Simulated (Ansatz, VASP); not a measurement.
## Cu: VASP beside Ansatz

```
CELL_PARAMETERS angstrom
0.00000 1.78204 1.78204
1.78204 0.00000 1.78204
1.78204 1.78204 0.00000
ATOMIC_POSITIONS crystal
Cu 0.00000 0.00000 0.00000
```

Alike in both runs: functional PBEsol; k mesh 16 × 16 × 16; occupations fermi-dirac, width 0.15 eV; no spin polarisation.

Ansatz relaxed the structure, and its values are those at the end. VASP's run is a single point on that final structure, the one shown.

|  | VASP | Ansatz |
| --- | --- | --- |
| version | VASP 6.6.1 | Ansatz 0.2.0 |
| potentials or method | VASP PAW PBE potentials, release 64 (Cu) | scalar-relativistic, plane waves, PAW |
| plane-wave cutoff (eV) | 520 | 420 |
| valence electrons in the cell | 11 | 19 |

VASP gave:

- gap on the k mesh at the Fermi level (eV): none
- pressure (GPa): 0.8

Q: Estimate Ansatz's values.

A: gap on the k mesh at the Fermi level (eV): none; pressure (GPa): 0.0.

A gap of «none» marks a metal or a gap that the smearing closes. The two sets of potentials don't hold the same shells in valence. Ansatz warned: «pseudo_functional_mismatch».

Caveats: the PAW data sets were made with another functional, which shifts forces and pressure a little (VASP).
